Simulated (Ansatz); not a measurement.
## MoP₄: clamped-ion strain scan

Computed with DFT PBEsol, scalar-relativistic, plane waves, PAW in Ansatz 0.2.0. The runs took a 420 eV cutoff, a Γ-centred 10×10×8 mesh and Gaussian smearing (0.15 eV). No spin polarisation. Energies are free energies at this smearing, counted from the undisturbed cell; pressure is positive in compression.

The undisturbed cell (relaxed at this level; it needn't be the usual structure):

```xyz
10
Lattice="2.6469 -5.5572 0.0048 2.6469 5.5572 0.0048 -2.0342 0.0000 5.4080" Properties=species:S:1:pos:R:3 pbc="T T T"
Mo    2.1383   -4.9131    1.3568
Mo    1.1212    4.9131    4.0608
P     0.0874    1.0628    3.6910
P     2.1551    1.0628    4.4307
P     3.1722   -1.0628    1.7267
P     1.1045   -1.0628    0.9869
P     1.0803    2.4476    1.0305
P     3.1964    2.4476    1.6832
P     2.1793   -2.4476    4.3872
P     0.0632   -2.4476    3.7345
```

The cell is strained by ε times the Voigt pattern (0, 0, 0, 0, 0, 1) (xx, yy, zz, yz, xz, xy; engineering shear) with fractional coordinates fixed. The cell is metallic on the mesh throughout.

| ε | ΔE (meV/atom) | stress summed along the pattern (GPa, tension positive) | pressure (GPa) |
| --- | --- | --- | --- |
| -0.0400 | 15.0 | -7.56 | 0.4 |
| -0.0200 | 3.8 | -3.78 | 0.1 |
| 0.0000 | 0.0 | 0.00 | 0.0 |
| 0.0050 | 0.2 | 0.95 | 0.0 |
| 0.0100 | 0.9 | 1.89 | 0.0 |
| 0.0150 | 2.1 | 2.84 | 0.0 |
| 0.0250 | 5.9 | 4.73 | 0.1 |
| 0.0300 | 8.5 | 5.67 | 0.2 |
| 0.0350 | 11.5 | 6.61 | 0.3 |

By symmetry 0.0400 repeats -0.0400, -0.0300 repeats 0.0300, 0.0200 repeats -0.0200, -0.0100 repeats 0.0100 in energy, with the opposite slope along the path.